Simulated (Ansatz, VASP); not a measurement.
## Two plane-wave programs on Be

Contents of INCAR:

```
PREC = Accurate
ENCUT = 520
EDIFF = 1E-6
ISMEAR = -5
SIGMA = 0.1
LREAL = F
LASPH = T
NELM = 80
ALGO = Normal
ISIF = 2
LWAVE = F
LCHARG = F
GGA = PE
NBANDS = 7
```

Contents of KPOINTS:

```
regular mesh
0
Gamma
  10 10 10
```

Contents of POSCAR:

```
Be
1.0
   -1.2694070000      1.2694070000      1.2694070000
    1.2694070000     -1.2694070000      1.2694070000
    1.2694070000      1.2694070000     -1.2694070000
Be
1
Direct
    0.0000000000      0.0000000000      0.0000000000
```

Input for Ansatz:

```yaml
crystal:
  lattice:
    - [-1.269407, 1.269407, 1.269407]
    - [1.269407, -1.269407, 1.269407]
    - [1.269407, 1.269407, -1.269407]
  atoms:
    - { symbol: Be, position: [0.0, 0.0, 0.0] }
  symmetry: { tolerance: 0.0003 }
kpoints:
  mp_grid: { grid: [10, 10, 10], shift: [0, 0, 0] }
magnetization:
  spin_polarized: false
scf:
  occupations: { method: tetrahedron }
  mixing: { preconditioner: local_kerker }
hamiltonian:
  pseudopotentials: { kind: paw }
  xc: pbe
basis:
  ecutwfc: 420
output:
  forces: true
  stress: true
  eigenvalues: true
```

The cell was built by a generator and needn't be a form met in nature.

Alike in both runs: task single point; functional PBE; k mesh 10 × 10 × 10; occupations tetrahedron; no spin polarisation.

```csv
,VASP,Ansatz
version,VASP 6.6.1,Ansatz 0.2.0
potentials or method,"VASP PAW PBE potentials, release 64 (Be)",PAW plane waves
plane-wave cutoff (eV),520,420
valence electrons in the cell,2,2
```

Ansatz gave:

- gap on the k mesh at the Fermi level (eV): none
- pressure (GPa): -5.2

**Question.** What did VASP give for the same quantities?

**Answer.** gap on the k mesh at the Fermi level (eV): none; pressure (GPa): -5.1.

A gap of «none» marks a metal or a gap that the smearing closes. Ansatz warned: «band_table_not_solved_further».

Caveats: tetrahedron occupations give inexact forces and stress in metals.
